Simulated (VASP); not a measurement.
## Pd: single point with PBE

The system is Pd.

```
Pd
1.0
     2.78367    0.00000    0.00000
    -1.39183    2.41072    0.00000
     0.00000    0.00000    4.62889
Pd
2
Direct
  0.33333 0.66667 0.25000
  0.66667 0.33333 0.75000
```

This isn't the form of Pd at room conditions, which is fcc.

| Property | Result |
| --- | --- |
| Program | VASP 6.6.1 |
| Task | single point |
| Functional | PBE |
| Potentials or basis | VASP PAW PBE potentials, release 64 (Pd) |
| Cutoff | 520 eV |
| k mesh | 11 × 11 × 6 |
| Occupations | fermi-dirac, width 0.05 eV |
| Spin | no spin polarisation |
| Further INCAR settings | ALGO = Normal; EDIFF = 1e-07; NBANDS = 17 |

* Pressure: -1.6 GPa
* Band gap on the k mesh: none (metal or under the smearing width)

Stress tensor (GPa, compression positive):
```
-1.71  0.00  0.00
 0.00 -1.71  0.00
 0.00  0.00 -1.46
```

Levels at points of the mesh, in eV from the Fermi level:
| k point | band 8 | band 9 | band 10 | band 11 | band 12 | band 13 |
| --- | --- | --- | --- | --- | --- | --- |
| (0.00, 0.00, 0.00) | -1.56 | -1.56 | -0.23 | -0.23 | 0.97 | 6.64 |
| (0.00, 0.00, 0.50) | -2.58 | -0.66 | -0.66 | -0.66 | -0.66 | 13.71 |

It took 14 s on 1 thread of Intel(R) Xeon(R) Platinum 8488C (Sapphire Rapids), with other jobs on the host, peak memory 0.16 GiB.
